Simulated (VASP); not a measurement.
The system is HgSe.

```
Hg Se
1.0
     0.00000    3.07281    3.07281
     3.07281    0.00000    3.07281
     3.07281    3.07281    0.00000
Hg Se
1 1
Direct
  0.00000 0.00000 0.00000
  0.25000 0.25000 0.25000
```

Base run:

| Property | Result |
| --- | --- |
| Program | VASP 6.6.1 |
| Functional | PBE |
| Potentials or basis | VASP PAW PBE potentials, release 64 (Hg, Se) |
| Cutoff | 520 eV |
| k mesh | 10 × 10 × 10 |
| Occupations | gaussian, width 0.03 eV |
| Spin | no spin polarisation |

Its results: pressure 3.0 GPa.

Question: After a change of settings the same cell gave: pressure 1.2 GPa. Which change was it?
A. functional from PBE to r2SCAN; further incar settings from ALGO = Normal; EDIFF = 1e-06; NBANDS = 57 to ALGO = Normal; EDIFF = 1e-06; NBANDS = 16
B. further incar settings from ALGO = Normal; EDIFF = 1e-06; NBANDS = 57 to ALGO = Normal; EDIFF = 1e-06; NBANDS = 16
C. spin from no spin polarisation to spin-orbit coupling, no magnetisation; further incar settings from ALGO = Normal; EDIFF = 1e-06; NBANDS = 57 to ALGO = Normal; EDIFF = 1e-06; NBANDS = 30

Answer: A.

Caveats: the PAW data sets were made with another functional, which shifts forces and pressure a little (some runs).
